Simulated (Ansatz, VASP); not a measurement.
One calculation of Sb, two programs

Contents of INCAR:

```
  PREC = Accurate
  ENCUT = 520
  EDIFF = 1E-6
  ISMEAR = 0
  SIGMA = 0.02
  LREAL = False
  LASPH = True
  NELM = 80
  ALGO = Normal
  ISIF = 2
  LWAVE = False
  LCHARG = False
  GGA = PE
  NBANDS = 12
```

Contents of KPOINTS:

```
regular mesh
0
Gamma
  8 8 8
```

The input POSCAR:

```
Sb
1.0
    2.1542000000      1.2437279499      3.7580000000
   -2.1542000000      1.2437279499      3.7580000000
    0.0000000000     -2.4874558998      3.7580000000
Sb
2
Direct
    0.7665100000      0.7665100000      0.7665100000
    0.2334900000      0.2334900000      0.2334900000
```

input.yaml

```yaml
crystal:
  lattice:
    - [2.1542, 1.2437279499, 3.758]
    - [-2.1542, 1.2437279499, 3.758]
    - [0.0, -2.4874558998, 3.758]
  atoms:
    - { symbol: Sb, position: [0.76651, 0.76651, 0.76651] }
    - { symbol: Sb, position: [0.23349, 0.23349, 0.23349] }
kpoints:
  mp_grid: { grid: [8, 8, 8] }
scf:
  occupations: { method: gaussian, width: 0.02 }
hamiltonian:
  xc: pbe
  pseudopotentials: { kind: all_electron, lapw: { basis_error: 0.001 } }
output:
  forces: true
  stress: true
  eigenvalues: true
```

Alike in both runs: task single point; functional PBE; k mesh 8 × 8 × 8; occupations gaussian, width 0.02 eV; no spin polarisation.

|  | VASP | Ansatz |
| --- | --- | --- |
| version | VASP 6.6.1 | Ansatz 0.2.0 |
| potentials or method | VASP PAW PBE potentials, release 64 (Sb) | all-electron LAPW, scalar-relativistic |
| plane-wave cutoff (eV) | 520 | see its input |

VASP gave:

| Quantity | Value |
| --- | --- |
| gap on the k mesh at the Fermi level (eV) | none |
| pressure (GPa) | 2.8 |
| largest component of the traceless stress (GPa) | 0.50 |
| rms of the force components (eV/Å) | 0.107 |

Which values does Ansatz return?

gap on the k mesh at the Fermi level (eV): none; pressure (GPa): 2.7; largest component of the traceless stress (GPa): 0.47; rms of the force components (eV/Å): 0.082.

Atom by atom the forces differ by 0.025 eV/Å (rms over components). A gap of «none» marks a metal or a gap that the smearing closes. Ansatz ran all-electron here, so the differences hold the error of VASP's frozen core and of both bases.

The runs have no spin-orbit coupling, so splittings on Sb are missing.
